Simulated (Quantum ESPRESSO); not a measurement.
Crystal: BAs.

```
CELL_PARAMETERS angstrom
0.00000 2.38850 2.38850
2.38850 0.00000 2.38850
2.38850 2.38850 0.00000
ATOMIC_POSITIONS crystal
As 0.75000 0.75000 0.75000
B 0.00000 0.00000 0.00000
```

```yaml
Program: Quantum ESPRESSO 7.5
Task: single point
Functional: PBE
Potentials_or_basis: SSSP 1.3 efficiency PBE
Cutoff: 748 eV
Density_cutoff: 5987 eV
k_mesh: 10 × 10 × 10
Occupations: fermi-dirac, width 0.05 eV
Spin: no spin polarisation
```

On this cell: pressure 3.4 GPa; largest force zero by symmetry; band gap on the k mesh 1.17 eV, indirect (least direct gap 3.31 eV).

The same run follows on a disturbed copy (atoms moved at random, drawn with an rms of 0.05 Å):

```xyz
2
Lattice="0.0000 2.3885 2.3885 2.3885 0.0000 2.3885 2.3885 2.3885 0.0000" Properties=species:S:1:pos:R:3 pbc="T T T"
As    3.5380    3.5381    3.5809
B    -0.0887   -0.0276   -0.0453
```

Task: What does the disturbed cell give?

Result: The energy moves by +16.7 meV/atom; pressure 3.7 GPa; largest force 1.018 eV/Å; band gap on the k mesh 0.64 eV, indirect (least direct gap 2.42 eV).

Forces in eV/Å, atoms in the order of the input:
```
As  -0.711  0.199 -0.701
B    0.711 -0.199  0.701
```

Stress tensor (GPa, compression positive):
```
 3.64  1.83 -0.47
 1.83  3.79  1.86
-0.47  1.86  3.65
```

A k mesh can miss the band edges.
